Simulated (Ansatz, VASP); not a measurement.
## Two plane-wave programs on SnTe3

```
CELL_PARAMETERS angstrom
5.47050 0.00000 0.00000
0.00000 5.47050 0.00000
0.00000 0.00000 3.87733
ATOMIC_POSITIONS crystal
Sn 0.00000 0.00000 0.00000
Te 0.00000 0.50000 0.50000
Te 0.50000 0.00000 0.50000
Te 0.50000 0.50000 0.00000
```

Alike in both runs: functional PBE; k mesh 10 × 10 × 10; occupations gaussian, width 0.1 eV; no spin polarisation.

Ansatz relaxed the structure, and its values are those at the end. VASP's run is a single point on that final structure, the one shown.

```csv
,VASP,Ansatz
version,VASP 6.6.1,Ansatz 0.2.0
potentials or method,"VASP PAW PBE potentials, release 64 (Sn_d, Te)","scalar-relativistic, plane waves, PAW"
plane-wave cutoff (eV),520,420
valence electrons in the cell,32,62
```

|  | VASP | Ansatz | Ansatz less VASP |
| --- | --- | --- | --- |
| gap on the k mesh at the Fermi level (eV) | none | none | - |
| pressure (GPa) | 0.0 | 0.0 | +0.05 |

A gap of «none» marks a metal or a gap that the smearing closes. With one functional, cell and mesh, what is left measures potentials, basis and numerics. The two sets of potentials don't hold the same shells in valence.

The runs have no spin-orbit coupling, so splittings on Te are missing.
